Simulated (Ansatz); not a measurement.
# Ti3Si (Fm-3m) in Ansatz: notebook

The runs below take Ti3Si through single point, equation of state, with LDA.

Program: Ansatz 0.2.0. These are calculated values, not measurements. Logs are shortened: lines on timing, memory, paths and dates and some standing lists are left out, and cuts for length are marked.

## 1. Starting point

It takes space group Fm-3m (No. 225, cubic). Conventional cell: a = 6.289 Å, b = 6.289 Å, c = 6.289 Å, α = 90.00°, β = 90.00°, γ = 90.00°. Ti (site symmetry m-3m) has 8 Ti at 2.72 Å as nearest neighbours. Ti (site symmetry -43m) has 4 Ti at 2.72 Å and 4 Si at 2.72 Å as nearest neighbours. Si (site symmetry m-3m) has 8 Ti at 2.72 Å as nearest neighbours.

The cell comes from a database or a generator and needn't be the stable form of this composition.

## 2. Single point, LDA, 14.61 Å³/atom (volume scaled by 0.94)

input.yaml

```yaml
crystal:
  lattice:
    - [0.0, 3.0801674585, 3.0801674585]
    - [3.0801674585, 0.0, 3.0801674585]
    - [3.0801674585, 3.0801674585, 0.0]
  atoms:
    - { symbol: Ti, position: [0.0, 0.0, 0.0] }
    - { symbol: Ti, position: [0.25, 0.25, 0.25] }
    - { symbol: Ti, position: [0.75, 0.75, 0.75] }
    - { symbol: Si, position: [0.5, 0.5, 0.5] }
hamiltonian:
  xc: lda
  pseudopotentials: { kind: paw }
kpoints:
  mp_grid: { grid: [7, 7, 7] }
scf:
  occupations: { method: fermi_dirac, width: 0.05 }
output:
  forces: true
  stress: true
  eigenvalues: true
```

Potentials or basis: Ansatz PAW.

Command:

```bash
$ ansatz run input.yaml --threads 2 --pin off --max-ram 5632MiB --backend cpu --events-out ev --progress --plain --runs-dir out
```

Log:

```text
Warning: RAYON_NUM_THREADS=2 ignored (pool sized by the plan → 2); use --threads N
Engine: ansatz 0.2.0, x86_64-unknown-linux-gnu
Pseudopotentials: kind: paw
Pseudopotential: Ti, paw, valence charge 12, recommended cutoff 420 eV (normal), Ti.paw.azcp
Pseudopotential: Si, paw, valence charge 4, recommended cutoff 420 eV (normal), Si.paw.azcp
Functional definition: SPW92
  exchange = slater_x
  correlation = pw_c
Crystal: 4 atoms, lattice volume = 58.446 Å³
Basis set: ecut = 420 eV, 1139 PW (Γ)
Bands: 24, of which v1, the nominal top of the filled ones, is band 20 counted from 1 (19 counted from 0)
Symmetry: 48 space group operations
Space group: Fm-3m (ITA 225), of the structure as read, at distance tolerance 3.9e-5 Å
k-points: 20 of 343
Non-local potential: Ti, projectors of the file, l = 0: 3, l = 1: 2, l = 2: 3, l = 3: 1
Non-local potential: Si, projectors of the file, l = 0: 2, l = 1: 2, l = 2: 2
PAW form: soft (Blöchl's): semilocal exchange-correlation on the pseudo side does not see the compensation charge
PAW frozen core: Ti, regenerated for the run's functional, and the local potential with it (the file was generated under x = pbe(κ = 0.804, μ = 0.2195149727645171), c = pbe(β = 0.06672455060314922))
PAW frozen core: Si, regenerated for the run's functional, and the local potential with it (the file was generated under x = pbe(κ = 0.804, μ = 0.2195149727645171), c = pbe(β = 0.06672455060314922))
PAW one-centre angular grid: Ti, 590 points (default); XC on 64 Gauss nodes
PAW one-centre angular grid: Si, 110 points (default); XC on 64 Gauss nodes
Initial density: superposition of atomic densities (neutral atoms: chi_scale 0, normalization atom), corrected by the library's trained network
Initial wavefunctions: pseudopotential atomic-orbital guess
Functional: x = slater, c = lda
SCF iter   1: F=—  HF=-7961.115237 eV  |F-HF|=—  |Δ(HF+E_count)|=         —  Δρ=8.62e-3  dr2=6.89e-2  ethr=1.77e-3  ⟨swp⟩=4.3  Hψ=2082  notcnv=0
preconditioner: auto → Kerker (q_TF=auto, 2.561 Å⁻¹)  [metal: Δε(μ)=0.012 eV  Ē_g=3.627 eV  σ=0.050 eV  W_gap=0.06  n_scr=14 (ndim 8)  ℏωp=19.4 eV  f_vac=0.000  D(μ)=8.19/eV (n_scr^D=136)]
SCF iter   2: F=—  HF=-7961.108618 eV  |F-HF|=—  |Δ(HF+E_count)|=   6.62e-3  Δρ=3.51e-3  dr2=8.88e-3  ethr=1.72e-4  ⟨swp⟩=1.4  Hψ=656  notcnv=0
SCF iter   3: F=—  HF=-7961.107149 eV  |F-HF|=—  |Δ(HF+E_count)|=   1.47e-3  Δρ=1.10e-3  dr2=6.75e-4  ethr=2.22e-5  ⟨swp⟩=2.0  Hψ=581  notcnv=0
SCF iter   4: F=—  HF=-7961.107012 eV  |F-HF|=—  |Δ(HF+E_count)|=   1.37e-4  Δρ=1.33e-4  dr2=1.10e-5  ethr=1.69e-6  ⟨swp⟩=2.0  Hψ=624  notcnv=0
SCF iter   5: F=—  HF=-7961.107010 eV  |F-HF|=—  |Δ(HF+E_count)|=   2.00e-6  Δρ=3.63e-5  dr2=7.79e-7  ethr=2.76e-8  ⟨swp⟩=2.0  Hψ=599  notcnv=0
SCF iter   6: F=-7961.107010 eV  HF=-7961.107010 eV  |F-HF|=3.64e-8  |Δ(HF+E_count)|=   5.78e-8  Δρ=9.94e-6  dr2=4.03e-8  ethr=2.50e-10  ⟨swp⟩=5.5  Hψ=1895  notcnv=0
SCF 1 converged in 6 iterations: F = -7961.107010 eV  dr2 = 4.03e-8
SCF converged after 6 iterations
Free energy (F): -7961.107010 eV
Harris-Foulkes:  -7961.107010 eV  (|F-HF|=3.64e-8)
Internal energy: -7961.041075 eV  (E = F + TS)
E sigma→0 (E₀):  -7961.074043 eV
Entropy (-TS):   -0.065935 eV (-16.484 meV/atom)
Fermi energy:    14.314019 eV
--- Per-component energies (eV) ---
  E_band       = -384.083620
  E_kinetic    = 870.723335
  E_local      = -2526.879301  (includes V_loc(G=0)·N_el)
  E_nonlocal   = 65.111155
  E_hartree    = 1073.665471
  E_xc         = -349.212904
  E_vxc        = -417.930278  (∫ρ·V_xc dr)
  E_paw        = -3486.022121  (= ΣΔE_a)
  E_vpaw       = -522.428742  (= ΣTr[D̂ρ^β])
  E_aug_tail   = 0.000297  (compensation charges beyond the density's cutoff)
  E_ewald      = -3609.489189
  E_core_change = 1.062182  (= ΣΔE_core)
  E_smearing   = -0.065935  (= −TS)
  E_closure    = -0.000000  (closes the sum)
  Σ components = -7961.107010   (vs F -7961.107010, Δ=0.00e0)
--- Forces (eV/Å), atoms counted from 1 ---
  atom   1  Ti    -0.00000000     0.00000000     0.00000000
  atom   2  Ti    -0.00000000     0.00000000     0.00000000
  atom   3  Ti    -0.00000000    -0.00000000     0.00000000
  atom   4  Si    -0.00000000     0.00000000     0.00000000
  max |Σ_I F_I| component: 3.70e-17 eV/Å
--- Stress (GPa, compression-positive) ---
       -1.032658      -0.000000       0.000000
       -0.000000      -1.032658      -0.000000
       -0.000000      -0.000000      -1.032658
  P = ⅓ Tr σ = -1.0327 GPa (-10.327 kbar)
--- Band table (eV; the first three rows and the last of 20) ---
  k-point 0: bands = ["-41.4893", "-41.3620", "-40.9798", "-18.1216", "-18.1216", "-18.1216", "-18.1203", "-18.1203", "-18.1203", "-17.5146", "-17.5146", "-17.5146", "4.7717", "11.4690", "11.4690", "11.4690", "12.1159", "12.1159", "14.3248", "14.3248", "14.3248", "16.7453", "16.7453", "16.7453"]
  k-point 1: bands = ["-41.4790", "-41.3655", "-40.9870", "-18.2048", "-18.1730", "-18.1730", "-18.0764", "-18.0764", "-18.0227", "-17.5331", "-17.5073", "-17.5073", "4.9933", "11.1110", "11.3368", "11.3368", "12.4972", "12.4972", "14.1197", "14.2575", "14.2575", "16.2935", "16.4319", "16.4319"]
  k-point 2: bands = ["-41.4525", "-41.3753", "-41.0043", "-18.2327", "-18.2184", "-18.2184", "-18.0480", "-18.0480", "-17.9833", "-17.5533", "-17.4908", "-17.4908", "5.5697", "10.3400", "11.2611", "11.2611", "13.1961", "13.1961", "13.6740", "14.1410", "14.1410", "15.8246", "15.8246", "15.8490"]
  k-point 19: bands = ["-41.3982", "-41.3967", "-41.0382", "-18.3956", "-18.2634", "-18.1581", "-18.1463", "-17.9245", "-17.9044", "-17.5412", "-17.5061", "-17.4536", "6.4987", "10.3477", "10.5174", "11.6965", "12.5580", "13.7479", "13.7696", "14.3168", "14.7822", "14.9155", "15.1087", "15.7947"]
```

It took 2.3 s on 2 threads of AMD EPYC, shared host; peak memory 0.38 GiB.

Results:

```
Free energy            : -7961.1070 eV
Pressure               : -1.0 GPa
Band gap on the k mesh : none (metal or under the smearing width)
```

Caveat: the PAW data sets come from PBE, with cores solved anew for the run's functional, which leaves a small shift of forces and pressure.

## 3. Single point, LDA, 14.92 Å³/atom (volume scaled by 0.96)

input.yaml: that of step 2 with these lines changed.

```diff
@@ -2,5 +2,5 @@
   lattice:
-    - [0.0, 3.0801674585, 3.0801674585]
-    - [3.0801674585, 0.0, 3.0801674585]
-    - [3.0801674585, 3.0801674585, 0.0]
+    - [0.0, 3.1018594933, 3.1018594933]
+    - [3.1018594933, 0.0, 3.1018594933]
+    - [3.1018594933, 3.1018594933, 0.0]
   atoms:
```

Potentials or basis: Ansatz PAW.

Command:

```bash
$ ansatz run input.yaml --threads 2 --pin off --max-ram 5632MiB --backend cpu --events-out ev --progress --plain --runs-dir out
```

It took 2.5 s on 2 threads of AMD EPYC, shared host; peak memory 0.38 GiB.

The run converged. Its results:

| Property | Result |
| --- | --- |
| Free energy | -7961.0873 eV |
| Pressure | -4.0 GPa |
| Band gap on the k mesh | none (metal or under the smearing width) |

Caveat: the PAW data sets come from PBE, with cores solved anew for the run's functional, which leaves a small shift of forces and pressure.

## 4. Single point, LDA, 15.23 Å³/atom (volume scaled by 0.98)

input.yaml: that of step 3 with these lines changed.

```diff
@@ -2,5 +2,5 @@
   lattice:
-    - [0.0, 3.1018594933, 3.1018594933]
-    - [3.1018594933, 0.0, 3.1018594933]
-    - [3.1018594933, 3.1018594933, 0.0]
+    - [0.0, 3.1232523037, 3.1232523037]
+    - [3.1232523037, 0.0, 3.1232523037]
+    - [3.1232523037, 3.1232523037, 0.0]
   atoms:
@@ -21 +21,5 @@
   eigenvalues: true
+  write_density: true
+  write_potential: true
+  elf: true
+  volumetric_format: npy
```

Command:

```bash
$ ansatz run input.yaml --threads 2 --pin off --max-ram 5632MiB --backend cpu --events-out ev --progress --plain --runs-dir out
```

It took 3.5 s on 2 threads of AMD EPYC, shared host; peak memory 0.39 GiB.

Results (log left out):

| Property | Result |
| --- | --- |
| Free energy | -7961.0458 eV |
| Pressure | -6.7 GPa |
| Band gap on the k mesh | none (metal or under the smearing width) |

Caveat: the PAW data sets come from PBE, with cores solved anew for the run's functional, which leaves a small shift of forces and pressure.

## 5. Single point, LDA, 15.54 Å³/atom

input.yaml: that of step 4 with these lines changed.

```diff
@@ -2,5 +2,5 @@
   lattice:
-    - [0.0, 3.1232523037, 3.1232523037]
-    - [3.1232523037, 0.0, 3.1232523037]
-    - [3.1232523037, 3.1232523037, 0.0]
+    - [0.0, 3.144356, 3.144356]
+    - [3.144356, 0.0, 3.144356]
+    - [3.144356, 3.144356, 0.0]
   atoms:
```

Command:

```bash
$ ansatz run input.yaml --threads 2 --pin off --max-ram 5632MiB --backend cpu --events-out ev --progress --plain --runs-dir out
```

Run time: 3.1 s. Hardware: 2 threads of AMD EPYC, shared host; peak memory 0.4 GiB.

It converged, with:

| Item | Value |
| --- | --- |
| Free energy | -7960.9846 eV |
| Pressure | -9.1 GPa |
| Band gap on the k mesh | none (metal or under the smearing width) |

Caveat: the PAW data sets come from PBE, with cores solved anew for the run's functional, which leaves a small shift of forces and pressure.

## 6. Single point, LDA, 15.85 Å³/atom (volume scaled by 1.02)

input.yaml: that of step 5 with these lines changed.

```diff
@@ -2,5 +2,5 @@
   lattice:
-    - [0.0, 3.144356, 3.144356]
-    - [3.144356, 0.0, 3.144356]
-    - [3.144356, 3.144356, 0.0]
+    - [0.0, 3.1651801565, 3.1651801565]
+    - [3.1651801565, 0.0, 3.1651801565]
+    - [3.1651801565, 3.1651801565, 0.0]
   atoms:
```

Potentials or basis: Ansatz PAW.

Command:

```bash
$ ansatz run input.yaml --threads 2 --pin off --max-ram 5632MiB --backend cpu --events-out ev --progress --plain --runs-dir out
```

It took 3.2 s on 2 threads of AMD EPYC, shared host; peak memory 0.39 GiB.

The run converged. Its results:

| Quantity | Value |
| --- | --- |
| Free energy | -7960.9057 eV |
| Pressure | -11.2 GPa |
| Band gap on the k mesh | none (metal or under the smearing width) |

Caveat: the PAW data sets come from PBE, with cores solved anew for the run's functional, which leaves a small shift of forces and pressure.

## 7. Single point, LDA, 16.17 Å³/atom (volume scaled by 1.04)

input.yaml: that of step 6 with these lines changed.

```diff
@@ -2,5 +2,5 @@
   lattice:
-    - [0.0, 3.1651801565, 3.1651801565]
-    - [3.1651801565, 0.0, 3.1651801565]
-    - [3.1651801565, 3.1651801565, 0.0]
+    - [0.0, 3.1857338504, 3.1857338504]
+    - [3.1857338504, 0.0, 3.1857338504]
+    - [3.1857338504, 3.1857338504, 0.0]
   atoms:
@@ -21,5 +21 @@
   eigenvalues: true
-  write_density: true
-  write_potential: true
-  elf: true
-  volumetric_format: npy
```

Command:

```bash
$ ansatz run input.yaml --threads 2 --pin off --max-ram 5632MiB --backend cpu --events-out ev --progress --plain --runs-dir out
```

Wall time 3.1 s (2 threads of AMD EPYC, shared host); peak memory 0.4 GiB.

It converged, with:

| Property | Result |
| --- | --- |
| Free energy | -7960.8108 eV |
| Pressure | -13.2 GPa |
| Band gap on the k mesh | none (metal or under the smearing width) |

Caveat: the PAW data sets come from PBE, with cores solved anew for the run's functional, which leaves a small shift of forces and pressure.

## 8. Single point, LDA, 16.48 Å³/atom (volume scaled by 1.06)

input.yaml: that of step 7 with these lines changed.

```diff
@@ -2,5 +2,5 @@
   lattice:
-    - [0.0, 3.1857338504, 3.1857338504]
-    - [3.1857338504, 0.0, 3.1857338504]
-    - [3.1857338504, 3.1857338504, 0.0]
+    - [0.0, 3.2060256959, 3.2060256959]
+    - [3.2060256959, 0.0, 3.2060256959]
+    - [3.2060256959, 3.2060256959, 0.0]
   atoms:
```

Command:

```bash
$ ansatz run input.yaml --threads 2 --pin off --max-ram 5632MiB --backend cpu --events-out ev --progress --plain --runs-dir out
```

Run time: 2.6 s. Hardware: 2 threads of AMD EPYC, shared host; peak memory 0.39 GiB.

Results (log left out):

- Free energy: -7960.7017 eV
- Pressure: -14.9 GPa
- Band gap on the k mesh: none (metal or under the smearing width)

Caveat: the PAW data sets come from PBE, with cores solved anew for the run's functional, which leaves a small shift of forces and pressure.

## 9. Equation of state, LDA

Potentials or basis: Ansatz PAW.

No new run: the results of the series are fitted here.

What came out:

- Equilibrium volume: 14.51 Å³/atom (rough: see the caveat)
- Bulk modulus: 151 GPa (rough)

Energy against volume, from the lowest point:
| volume (Å³/atom) | energy (meV/atom) |
| --- | --- |
| 14.611 | 0.00 |
| 14.922 | 4.92 |
| 15.233 | 15.31 |
| 15.544 | 30.60 |
| 15.855 | 50.33 |
| 16.166 | 74.05 |
| 16.477 | 101.34 |

Caveat: the minimum lies outside the volumes run.
